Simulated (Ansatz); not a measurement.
# A series in volume per atom on TiB₂

Periodic Kohn-Sham DFT of a crystal at fixed atoms; pressure and stress are positive in compression; the energy is the free energy less that of spherical unpolarised free atoms; site moments are those in the method's own spheres, positive along +z. The results are calculated, by Ansatz 0.2.0.

Cell of the first row (space group P6/mmm, No. 191):
```
cell vectors (Å)
   2.9674     0.0000     0.0000
  -1.4837     2.5698     0.0000
   0.0000     0.0000     3.1625
atoms (fractions of the cell vectors)
Ti  0.00000  0.00000  0.00000
B   0.33333  0.66667  0.50000
B   0.66667  0.33333  0.50000
```

Settings of every row: method all-electron LAPW; functional PBE; relativity scalar; k mesh 15x15x13; filling fermi-dirac; smearing width 0.08 eV; basis error target 1 meV/atom; nucleus gaussian.

Atom start moment: 0 on all atoms.

| row | volume per atom (Å³) | pressure (GPa) | energy less free atoms (eV/atom) |
| --- | --- | --- | --- |
| 1 | 8.039 | ? | ? |
| 2 | 8.21 | 11.559 | -7.7612 |
| 3 | 8.381 | 5.632 | -7.7703 |
| 4 | 8.466 | 2.879 | -7.7726 |
| 5 | 8.552 | 0.256 | -7.7734 |
| 6 | 8.637 | -2.243 | -7.7729 |
| 7 | 8.723 | -4.619 | -7.771 |
| 8 | 8.894 | -9.048 | -7.7637 |
| 9 | 9.065 | -13.07 | -7.7518 |

Question: what pressure and energy less free atoms should row 1 give?

Worked fit of pressure. Take u = (V_r/V)^(2/3) − 1 with V_r = 8.5945 Å³ an atom, which is twice the finite (Eulerian) strain; such expansions in the strain, on which the Birch-Murnaghan equation of state is built, carry the rest volume and the bulk modulus. The shown rows have u = 0.03098, 0.01691, 0.01009, 0.00331, -0.00328, -0.00985, -0.02258, -0.03491. Least squares give pressure = −1.0059 + 377.166 × u + 911.46 × u² GPa; a straight line predicts inner rows, each left out in turn, worse (root mean square 0.3 against 0.013 GPa). The rows lie off it by 0.006, -0.001, -0.013, 0.003, -0.010, 0.014, 0.010, -0.008 (root mean square 0.0092 GPa). The pressure vanishes at u = 0.0027, or V = 8.56 Å³ an atom, and there the bulk modulus at fixed shape and fractions is B = −V dP/dV = (2/3)(1 + u) dP/du = 255 GPa. Letting shape and atoms relax would as a rule lower it, by much in layered, chain or molecular crystals. The withheld row has u = 0.04555, so the fit gives −1.0059 + 377.166 × (0.04555) + 911.46 × (0.04555)² = 18.065 GPa.

The calculation gave 18.087 GPa. The fit lies 0.022 GPa (0.071 % of the column's range) below it; its largest miss of a shown row is 0.014 GPa. This row lies beyond the range of the fit.

Worked fit of energy less free atoms. Take u = (V_r/V)^(2/3) − 1 with V_r = 8.5945 Å³ an atom, which is twice the finite (Eulerian) strain; such expansions in the strain, on which the Birch-Murnaghan equation of state is built, carry the rest volume and the bulk modulus. The shown rows have u = 0.03098, 0.01691, 0.01009, 0.00331, -0.00328, -0.00985, -0.02258, -0.03491. Least squares give energy less free atoms = −7.77331 − 0.0821 × u + 15.285 × u² eV/atom; a straight line predicts inner rows, each left out in turn, worse (root mean square 0.005 against 3.2e-05 eV/atom). All shown rows lie on it to the printed digit. Its lowest point lies at u = 0.0027, or V = 8.56 Å³ an atom, and the curvature there gives the bulk modulus at fixed shape and fractions, B = (4/9)(1 + u)² E″(u)/V = 256 GPa. Letting shape and atoms relax would as a rule lower it, by much in layered, chain or molecular crystals. The withheld row has u = 0.04555, so the fit gives −7.77331 − 0.0821 × (0.04555) + 15.285 × (0.04555)² = -7.7453 eV/atom.

The calculation gave -7.7454 eV/atom. The fit lies 0.0001 eV/atom (0.36 % of the column's range) above it, one unit of the last digit. This row lies beyond the range of the fit.
